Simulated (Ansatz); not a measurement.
Ir under changes of volume

One of the cells (14.627 Å³/atom); the others are scaled copies at fixed shape and fractional positions:

```
Ir
1.0
     2.75138    0.00000    0.00000
    -1.37569    2.38276    0.00000
     0.00000    0.00000    4.46229
Ir
2
Cartesian
  0.0000 1.5885 1.1156
  1.3757 0.7943 3.3467
```

This isn't the form of Ir at room conditions, which is fcc.

* Program: Ansatz 0.2.0
* Functional: PBE
* Potentials or basis: all-electron LAPW, scalar-relativistic
* Cutoff: 298 eV (chosen from the basis error)
* Basis error allowed: 0.0005 eV/atom
* k mesh: 11 × 11 × 6
* Occupations: fermi-dirac, width 0.05 eV
* Spin: no spin polarisation

| volume (Å³/atom) | energy over the lowest point (meV/atom) | pressure (GPa) |
| --- | --- | --- |
| 13.749 | 54.73 | 23.0 |
| 14.042 | 21.36 | 13.9 |
| 14.335 | 3.71 | 5.8 |
| 14.627 | 0.00 | -1.4 |
| 14.920 | 8.61 | -7.7 |
| 15.212 | ? | ? |
| 15.505 | 57.22 | -18.2 |

**Question.** What does the run at 15.212 Å³/atom give?

**Answer.** Energy over the lowest point 28.12 meV/atom; pressure -13.3 GPa.

Worked out: A Birch-Murnaghan fit of order 3 (a polynomial in V^(-2/3)) to the other rows has its minimum at 14.56 Å³/atom with B0 = V·E''(V) = 344 GPa and B' = 5.0 at fixed shape and positions, which overstates the stiffness. It gives 28.05 meV/atom at 15.212 Å³/atom, against the run's 28.12, and -dE/dV = -13.4 GPa, against -13.3.

Energies are extrapolated to zero smearing.
